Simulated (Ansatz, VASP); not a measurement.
# Si: VASP beside Ansatz

```
Si
1.0
     0.00000    2.72783    2.72783
     2.72783    0.00000    2.72783
     2.72783    2.72783    0.00000
Si
2
Direct
  0.50000 0.50000 0.50000
  0.75000 0.75000 0.75000
```

Alike in both runs: task single point; functional PBE; k mesh 6 × 6 × 6; occupations gaussian, width 0.05 eV; no spin polarisation.

|  | VASP | Ansatz |
| --- | --- | --- |
| version | VASP 6.6.1 | Ansatz 0.2.0 |
| potentials or method | VASP PAW PBE potentials, release 64 (Si) | scalar-relativistic, plane waves, PAW |
| plane-wave cutoff (eV) | 520 | 420 |
| valence electrons in the cell | 8 | 8 |

VASP gave:

```
gap on the k mesh at the Fermi level (eV) : 0.73
least direct gap on the mesh (eV)         : 2.56
pressure (GPa)                            : 0.7
```

**Question.** Which values does Ansatz return?

**Answer.** gap on the k mesh at the Fermi level (eV): 0.73; least direct gap on the mesh (eV): 2.55; pressure (GPa): 0.8.

A k mesh can miss the band edges.
